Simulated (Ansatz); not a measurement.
Relaxed ZnTe (zinc blende):

```xyz
4
Lattice="0.0000 6.1791 6.1791 3.0895 3.0895 6.1791 3.0895 3.0895 0.0000" Properties=species:S:1:pos:R:3 pbc="T T T"
Te     4.6343     4.6343     4.6343
Te     4.6343     7.7239     7.7239
Zn     0.0000     0.0000     0.0000
Zn     3.0895     6.1791     3.0895
```

The atoms are displaced by Q × the pattern below (from a DFPT mode at X = (0.5, 0.5, 0.0), largest move 1; Q in Å), at fixed cell. (q is in reciprocal vectors of the primitive cell; the cell shown is doubled to hold the pattern.)

```
atom      x      y       z
----  -----  -----  ------
Zn3   0.000  0.000   1.000
Zn4   0.000  0.000  -1.000
```

Atoms not listed stay in place.

Method: PBE (plane waves to 420 eV, PAW, scalar-relativistic; Ansatz, a program for electronic structure). k mesh 9×9×9 (Γ-centred), Fermi-Dirac smearing 0.05 eV. Energies are smeared free energies. Spin-orbit coupling is left out, though Te is heavy. ZnTe was relaxed with its symmetry unable to fall. ΔE is measured from the undisplaced structure.

```
Q (Å)    ΔE (meV/cell)
-------  -------------
-0.1000           71.6
-0.0833           49.7
-0.0667           31.8
-0.0500           17.9
-0.0333       withheld
-0.0167            2.0
0.0000             0.0
0.0167             2.0
0.0333        withheld
0.0500            17.9
0.0667            31.8
0.0833            49.7
0.1000            71.6
```

Problem. Fit an even polynomial form (powers 2, 4) to the given rows and predict ΔE at Q = -0.0333.

Solution. Least squares on the 11 given rows: ΔE = (7152)·Q² + (843.1)·Q⁴, in meV/cell with Q in Å; root-mean-square residual 0.02 meV/cell. At -0.0333 the fit gives 7.9 meV/cell; the calculation gives 8.0 meV/cell, so the interpolation is off by -0.1 (-1.2 %). The quadratic term alone would give 7.9 meV/cell.

(For displaced atoms, the force is minus the slope of the energy, and its curvature is a force constant, which sets phonon frequencies.)
